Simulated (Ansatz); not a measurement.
System: L1₀ (CuAu-type) CoPt. Method: RPBE (Ansatz, an electronic-structure program, plane waves, PAW).

Settings: plane-wave cutoff 520 eV, 20×20×16 k mesh (along the axes of the cell as run), Fermi–Dirac smearing 0.05 eV, spin-polarised with parallel moments, scalar-relativistic PAW data made under PBE.

Response to compression and expansion:

Shape and atoms are relaxed at each volume.

```json
[
 {"V (Å³/atom)": "13.286", "P (GPa)": "9.04", "moment (μB per cell of 2 atoms)": "2.28", "c (Å)": "3.704", "a (Å)": "2.679"},
 {"V (Å³/atom)": "13.563", "P (GPa)": "4.25", "moment (μB per cell of 2 atoms)": "2.30", "c (Å)": "3.734", "a (Å)": "2.695"},
 {"V (Å³/atom)": "13.840", "P (GPa)": "0.01", "moment (μB per cell of 2 atoms)": "2.33", "c (Å)": "3.763", "a (Å)": "2.712"},
 {"V (Å³/atom)": "14.117", "P (GPa)": "-3.73", "moment (μB per cell of 2 atoms)": "2.35", "c (Å)": "3.793", "a (Å)": "2.728"},
 {"V (Å³/atom)": "14.393", "P (GPa)": "-7.03", "moment (μB per cell of 2 atoms)": "2.38", "c (Å)": "3.822", "a (Å)": "2.744"}
]
```

Note: the bulk modulus comes from volumes at which shape and atoms were relaxed.
